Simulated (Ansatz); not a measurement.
Relaxed bulk P:

```cif
data_structure
_symmetry_space_group_name_H-M 'P 1'
_symmetry_Int_Tables_number 1
_cell_length_a 5.8805
_cell_length_b 5.8805
_cell_length_c 4.5578
_cell_angle_alpha 90.000
_cell_angle_beta 90.000
_cell_angle_gamma 147.303
_cell_volume 85.14
loop_
_atom_site_label
_atom_site_type_symbol
_atom_site_fract_x
_atom_site_fract_y
_atom_site_fract_z
_atom_site_occupancy
P1 P 0.09407 0.90593 0.91372 1
P2 P 0.59407 0.40593 0.58628 1
P3 P 0.90593 0.09407 0.08628 1
P4 P 0.40593 0.59407 0.41372 1
```

Miller indices refer to the conventional cell of Cmce (No. 64), a = 3.310 Å, b = 11.285 Å, c = 4.558 Å, α = 90.00°, β = 90.00°, γ = 90.00°. The bulk's gap is 0.12 eV.

Consider the (001) slab of 14 planes, 15.2 Å thick with 15 Å of vacuum as cut; outer planes P (top) and P (bottom), all atoms relaxed.

Theory: DFT PBE, scalar-relativistic, plane waves, PAW (Ansatz). Plane waves to 420 eV, a k mesh through Γ of 11×6×1 on the computed 14-atom cell and Gaussian smearing (0.05 eV); no spin polarisation. The cell repeats along c with a dipole correction in the vacuum.

The slab's middle planes relax by over 3 % too, so it holds no bulk-like region.

(1) Give the surface energy (mean of both faces).

(2) Give the gap of the slab on the mesh.

(3) Estimate the work function.

(4) The top two planes lie 1.492 Å apart in the bulk. How does relaxation change this?

Gaps are read on the k points sampled, so a band crossing between them can be missed.

Results:

(1) 0.61 J/m².

(2) None (metal or semimetal).

(3) 5.08 eV.

(4) The spacing becomes 1.337 Å (-10.4 %).